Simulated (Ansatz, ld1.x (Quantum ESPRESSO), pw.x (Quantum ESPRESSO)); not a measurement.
Hg (fcc): variants of one TM potential in the solid

ld1.x (Quantum ESPRESSO) 7.5 input, shortened:

```
&input
   title='Hg', zed=80., rel=1, dft='PW', iswitch=3,
   config='[Xe] 4f14 5d10 6s2 6p0'
 /
 &inputp
   pseudotype=2, tm=.true., lloc=0,
   nlcc=.false.
 /
3
6P  2  1   0.00   0.00  2.70  2.70  0.0
5D  3  2  10.00   0.00  1.45  1.45  0.0
6S  1  0   2.00   0.00  2.35  2.35  0.0
 &test
   configts(1)='5d10 6s2 6p0'
 /
```

Crystal test: fcc Hg in pw.x 7.5, no spin, 13³ k-points, Fermi–Dirac smearing 0.01 Ry, cutoffs set for each file from its atomic test. The reference is all-electron LAPW (Ansatz 0.2.0) with the same functional, mesh and smearing; V0 and B0 come from Birch–Murnaghan fits to the pressures at five volumes. Errors are pseudo minus all-electron; Δ is the rms difference of the E(V) curves that follow from these fits, minima aligned, over ±6 % about the mean V0. Mesh and smearing are coarse, so the numbers serve the comparison and aren't converged zero-temperature values; the lattice is a test structure that the element need not adopt.

All-electron: a0 = 4.446 Å (V0 = 21.97 Å³/atom), B0 = 52.0 GPa.

Base: This is a poor potential for the solid.

1 further variants are left out: they gave no file fit for a test, a broken result, the same result as the base, or pressures whose basis-set error rivals the error shown.

A dash in a converged row means that the minimum lies outside the volumes sampled.

| change | cutoffs (Ry) | pw.x | a0 (Å) | a0 error (%) | B0 error (%) | Δ (meV/atom) | mean pressure error (GPa) |
| --- | --- | --- | --- | --- | --- | --- | --- |
| base | 110/440 | converged | 4.479 | +0.74 | -7.5 | 5.4 | +1.17 |
| all radii scaled by about 1.28 (s 3.00, p 3.44, d 1.86 bohr) | 85/340 | converged | – | – | – | – | -2.57 |
| core [Xe] 4f14 5d10, valence charge 2; reference 6s2 6p0; waves now 6p (bound): rc 3.10 bohr; 6s (bound): rc 2.30 bohr; core correction Bessel-smoothed model core inside 2.25 bohr | 50/200 | converged | – | – | – | – | -38.15 |
| local potential all-electron potential smoothed inside 1.85 bohr (lloc = -1) | 100/400 | converged; bound ghost | – | – | – | – | -51.59 |

(1) Give the row for: core correction a·sin(br)/r model core inside 1.30 bohr.

Results:

(1) pw.x: converged; mean pressure error (GPa): +1.31; a0 (Å): 4.483; a0 error (%): +0.83; B0 error (%): -8.1; Δ (meV/atom): 6.0.
